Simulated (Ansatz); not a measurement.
Crystal: MnAs.

```
As Mn
1.0
     3.71000    0.00000    0.00000
    -1.85500    3.21295    0.00000
     0.00000    0.00000    5.69100
As Mn
2 2
Direct
  0.66667 0.33333 0.75000
  0.33333 0.66667 0.25000
  0.00000 0.00000 0.50000
  0.00000 0.00000 0.00000
```

* Program: Ansatz 0.2.0
* Task: relaxation of cell and atoms
* Functional: BLYP
* Potentials or basis: Ansatz PAW
* Cutoff: 420 eV (not typed: the program's choice for these potentials)
* k mesh: 8 × 8 × 5
* Occupations: fermi-dirac, width 0.05 eV
* Spin: collinear spin, ferromagnetic start
* Starting moments: [0.0, 0.0, 4.0, 4.0] μB

At the start: volume 16.96 Å³/atom.

Problem. How do energy, volume and symmetry change on relaxing?

Solution. It ends after 4 steps and the volume is 17.42 Å³/atom (+2.7 %); space group P6_3/mmc (No. 194, to 0.05 Å); moment 6.26 μB per cell.

The path:
```csv
step,energy change (eV),largest force (eV/Å),volume (Å³)
1,0.0000,0.0000,67.84
2,-0.0173,0.0000,68.87
3,-0.0189,0.0000,69.68
4,-0.0195,0.0000,69.68
```

Final structure:
```xyz
4
Lattice="3.7815 0.0000 0.0000 -1.8907 3.2749 0.0000 0.0000 0.0000 5.6266" Properties=species:S:1:pos:R:3 pbc="T T T"
As    1.8907    1.0916    4.2200
As    0.0000    2.1832    1.4067
Mn    0.0000    0.0000    2.8133
Mn    0.0000    0.0000    0.0000
```

Caveat: the plane-wave basis is chosen anew once the cell has moved, so the energies of steps on either side of that aren't comparable; only a ferromagnetic start was run, and an antiferromagnetic order may lie lower in energy; the PAW data sets come from PBE, with cores solved anew for the run's functional, which leaves a small shift of forces and pressure.
